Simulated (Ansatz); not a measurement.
## Property card for AlRu

The calculation used DFT PBEsol, scalar-relativistic, plane waves, PAW (Ansatz 0.2.0).

Cutoff 420 eV; k points 14×14×14 on the computed 2-atom cell (Γ-centred); Gaussian smearing, width 0.10 eV; no spin polarisation.

The structure is relaxed at this level of theory with its symmetry kept. Whether it is the stable form of this composition wasn't checked.

```
CELL_PARAMETERS angstrom
2.97641 0.00000 0.00000
0.00000 2.97641 0.00000
0.00000 0.00000 2.97641
ATOMIC_POSITIONS crystal
Al 0.00000 0.00000 0.00000
Ru 0.50000 0.50000 0.50000
```

| Item | Value |
| --- | --- |
| Space group | Pm-3m (No. 221) |
| Volume per atom | 89.0 bohr³ |
| Formation energy from the elements' standard states (uncorrected) | -0.622 eV/atom |
| Kohn–Sham band gap | none (metal) |
| Density of states at the Fermi level | 1.59 states/eV per cell |
| Löwdin character within 0.5 eV of the Fermi level | Ru 4d 84 %, Al 3p 12 % |
| Bulk modulus | 219 GPa |
| Its pressure derivative | 4.4 |
| Bader charges (e) | Al (1 in the cell) 1.95, Ru (1 in the cell) -1.95 |